# When the energy looks settled and the pressure is still wrong

Naively, a plane-wave calculation should improve on all fronts at once. Raising the cutoff adds finer waves to the basis, the total energy sinks towards its limit, and forces and pressure follow. On this view it is enough to watch the energy: once it stops moving, the rest can be trusted. The results for PtSe₂ break this expectation, and they do so at cutoffs that a hurried user might well accept.

PtSe₂ in a fixed 3-atom cell with slightly displaced atoms, computed with VASP 6.6.1: PBEsol without dispersion correction, spin polarisation or spin–orbit coupling, recommended PAW PBE potentials, 6×6×4 k mesh, Gaussian smearing of 0.02 eV. The sweep value is the cutoff ENCUT in eV; energies (extrapolated to zero smearing) and forces are compared with the 800 eV run.

```tsv
sweep value	energy less tightest (meV/atom)	pressure (GPa)	force miss (eV/Å)	scf iterations
200	27.050	-5.669	0.019	13
250	-2.900	2.065	0.002	13
300	-2.330	2.163	0.004	13
350	0.380	2.153	0.001	13
400	0.370	2.305	0.001	13
450	0.100	2.347	0.000	13
500	0.030	2.337	0.000	13
600	-0.010	2.360	0.000	13
800	0.000	2.362	0.000	13
```

The sweep value is the plane-wave cutoff in eV. The energy followed here is the one extrapolated to zero smearing, and the smearing is the same in every row. The column "energy less tightest" gives the energy relative to the run at 800 eV, and "force miss" is the deviation of the forces from those of that run. The cell and the atomic positions are the same in every row. A change down a column is therefore an effect of the cutoff alone.

## What goes wrong, and how badly

The crude failure is the first row. At 200 eV the energy is 27 meV/atom too high, and the pressure is −5.7 GPa where the tightest run gives +2.4 GPa. A positive pressure means that the cell pushes outward, so a relaxation at 200 eV would begin by shrinking a cell that expands according to the tightest run. This cutoff lies below the defaults of the standard datasets for both elements, so the row is a warning and not a usable setting.

The quieter failure comes next. At 250 eV the energy is within 3 meV/atom of the tightest run and the forces are good, yet the pressure is still 0.3 GPa too low, about 13% of its value at 800 eV. Even at 350 eV, where the energy error has dropped below 1 meV/atom, the pressure is about 9% too low. The energy has passed a strict test while the stress has not.

The usual signs of trouble are silent. Each run reached self-consistency in 13 iterations, the worst one included. Self-consistency means only that the density and the potential agree within the chosen basis; it doesn't test whether that basis is fine enough.

## Why the pressure suffers

A plane-wave basis works like a net with a certain mesh width: the cutoff sets the finest detail that it can catch. To obtain the pressure, the program asks how the energy changes when the cell is stretched slightly. In the standard stress formula the waves are stretched along with the cell, and their number stays the same. The net becomes coarser, some detail near the nuclei slips through, and the energy rises for a reason that has no place in the real material.

Expansion thus carries an artificial cost, and the cell seems to resist it. The computed pressure comes out too low, an error known as Pulay stress. In the limit of a very fine net, a little stretching loses no detail and the error vanishes. With a coarse net, each bit of lost resolution is expensive and the error is large. All rows below 800 eV show the sign that this picture demands: their pressures lie below that of the tightest run.

What matters is the slope of the energy against the cutoff, not the size of the energy error. An energy that is wrong by a constant amount does no harm to the pressure. An energy that is nearly right but still falling does.

## Turning the pressure error into an energy slope

The picture becomes a formula in two steps. The kinetic energy of a wave goes as one over its wavelength squared, and the wavelength grows with the edge of the cell. A fixed set of waves therefore has an effective cutoff E_cut that varies with the volume V as V^(−2/3). Since the pressure is minus the derivative of the energy E with respect to volume, it follows that

P(fixed waves) = P(fixed cutoff) + (2/3) · (E_cut / V) · dE/dE_cut

Here V and E are counted per atom. The last term is the Pulay stress, and it is negative as long as the energy falls with rising cutoff. If the pressure at fixed cutoff is taken as already converged, the last term equals the pressure error against 800 eV. The formula can then be read backwards: the pressure error reveals how steeply the energy is still falling.

Take the row at 300 eV, where the pressure is 0.199 GPa too low. The volume is 20.27 Å³ per atom, and 1 eV/Å³ equals 160.2 GPa. The slope is then −(3/2) × 20.27 × (0.199/160.2) / 300, or about −0.13 meV/atom for each eV of cutoff. Over the 50 eV that separate this row from the one before, the energy should have dropped by about 6 meV/atom.

The table shows no such drop. From 250 to 300 eV the energy rises by 0.6 meV/atom, and in the next step it rises again. Over the whole way from 250 to 800 eV, the stress implies a fall of 14 to 26 meV/atom, depending on whether the slope is taken at the upper or the lower end of each interval. The tabulated energy rises by 2.9 meV/atom instead.

The formula has no adjustable constant, and the energies played no part in the estimate, so the clash is informative. The energy in the table and the energy behind the stress do not respond to the cutoff in the same way.

## Why the energy looks better than it is

The energies carry a second clue. A larger cutoff keeps all the old waves and adds new ones, and with more freedom a plain variational energy can only go down. Yet the energies at 250 and 300 eV lie 2 to 3 meV/atom below the tightest one. Something other than the growing basis must be acting on them.

The likely agent is a correction that VASP applies to its total energies. Much of the detail lost at a low cutoff sits close to the nuclei, where an atom in a crystal resembles a free atom. The program estimates the kinetic energy that a free atom loses at the given cutoff and puts it into the energy balance. This removes a large part of the basis error, but a bonded atom is not quite a free one. If the estimate exceeds the true loss, the energy ends up too low.

The stress does not benefit from this repair. It still responds to the raw energy, which goes on falling as the net becomes finer. That explains how a well-behaved energy can stand beside a poor pressure. The mismatch follows from the numbers once the pressure at fixed cutoff is taken as converged, which these runs don't test. Its assignment to the atomic correction is an argument from how that correction works, and errors of the grids or projectors could contribute.

The forces offer a useful contrast. The atoms are slightly displaced from their ideal sites, so the forces are a real test, and from 250 eV upward they stay within 5 meV/Å of the tightest run. Moving an atom leaves the plane waves where they are, so the net doesn't coarsen. The same basis can thus serve well for moving atoms in a fixed cell and badly for changing the cell.

## How to recognise the failure

The most tempting test is to compare two neighbouring cutoffs, and here it misleads. Between 300 and 350 eV the pressure changes by only 0.01 GPa, while both values are still about 0.2 GPa too low. The remaining error is some twenty times the last change. In the light of the formula this is no paradox: a steady pressure error means that the raw energy is still falling at a similar rate.

The energy has a false plateau too. The values at 350 and 400 eV agree to about 0.01 meV/atom, yet both lie nearly 0.4 meV/atom above the tightest run. That is small enough for most purposes, but it shows that agreement between neighbours measures the local slope and not the distance to the end. When a basis error and its correction nearly cancel, the slope can vanish before the error does.

Two signs are more reliable. An energy that rises with the cutoff by more than the numerical noise shows that the curve is not purely variational, so its flatness is no proof of a complete basis. A pressure that keeps climbing while the energy barely moves shows that the stress still feels the missing waves. Both signs are visible here by the time the cutoff reaches 400 eV.

## What to do about it

Choose the cutoff by the quantity that will be used, and measure it against one run that is much tighter than the candidates. In this series 250 eV keeps the energy within 10 meV/atom, 350 eV keeps it within 1 meV/atom, and 400 eV is needed to hold the pressure within 0.1 GPa. A cutoff of 350 eV, chosen for the energy alone, would miss that bound on the pressure.

The pressure error matters because it turns into a wrong volume. For a material with a bulk modulus of 50 GPa, a round number chosen for illustration, an error of 0.2 GPa shifts the relaxed volume by about 0.4%. The shift is towards a cell that is too small. A softer material suffers more from the same error.

If a higher cutoff is too costly, the formula suggests another route. Compute the energy at several volumes with the same cutoff and take the pressure from the slope of that curve. The number of waves then adapts to each cell, the net keeps its mesh width, and the Pulay term drops out. Small jumps remain where whole waves enter or leave the basis, so the slope should come from a smooth fit through well-spaced volumes. The atomic correction is the same at every volume, so it doesn't disturb the slope.

The formula also helps in judging a neighbouring case. The plane waves carry only the smoothed orbitals of the PAW method. Elements where even these vary sharply, such as oxygen with its compact 2p shell, make the energy fall more steeply at a given cutoff, and a smaller volume per atom turns the same slope into a larger pressure error. Both call for a stricter test of the stress.

## How far the estimate reaches

The estimate is good for signs and orders of magnitude. Between 200 and 250 eV the slope changes so much that the implied fall may be anything from 11 to about 380 meV/atom. The tabulated fall of 30 meV/atom lies inside that range, so this interval cannot decide whether energy and stress disagree. The case rests on the steps from 250 to 350 eV, where even the direction is different.

A converged cutoff also doesn't make the pressure right in every other respect. The 2.4 GPa that remain at 800 eV belong to this fixed, unrelaxed cell, to the k mesh and to the chosen level of theory, which leaves out spin–orbit coupling and dispersion forces. A finer basis will not remove them.
